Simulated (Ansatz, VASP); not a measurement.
# Two plane-wave programs on Si2W

```
W Si
1.0
     4.55445    0.00000    0.00000
    -2.27723    3.94427    0.00000
     0.00000    0.00000    6.56330
W Si
3 6
Direct
  0.50000 0.00000 0.50000
  0.50000 0.50000 0.83333
  0.00000 0.50000 0.16667
  0.32725 0.16363 0.16667
  0.83637 0.16363 0.83333
  0.16363 0.32725 0.50000
  0.67275 0.83637 0.16667
  0.16363 0.83637 0.83333
  0.83637 0.67275 0.50000
```

Change from the starting cell: volume scaled by 0.96.

Alike in both runs: task single point; functional PBEsol; k mesh 7 × 7 × 4; occupations fermi-dirac, width 0.05 eV; no spin polarisation.

```csv
,VASP,Ansatz
version,VASP 6.6.1,Ansatz 0.2.0
potentials or method,"VASP PAW PBE potentials, release 64 (W_sv, Si)",Ansatz PAW
plane-wave cutoff (eV),520,420
valence electrons in the cell,66,66
```

```tsv
	VASP	Ansatz	Ansatz less VASP
gap on the k mesh at the Fermi level (eV)	0.22	0.22	0.000
least direct gap on the mesh (eV)	0.73	0.73	-0.002
pressure (GPa)	4.2	3.8	-0.38
largest component of the traceless stress (GPa)	0.43	0.39	-0.042
rms of the force components (eV/Å)	0.004	0.006	+0.0014
```

Atom by atom the forces differ by 0.001 eV/Å (rms over components).

Caveats: spin-orbit coupling is left out, which moves the levels of the heavy elements; the PAW data sets were made with another functional, which shifts forces and pressure a little (VASP); an odd mesh through Γ misses points on the zone boundary, where band edges often lie (VASP); odd divisions of the mesh miss points on the zone boundary, where band edges often lie, so the gap on the mesh can be too wide (Ansatz); the PAW data sets come from PBE, with cores solved anew for the run's functional, which leaves a small shift of forces and pressure (Ansatz).
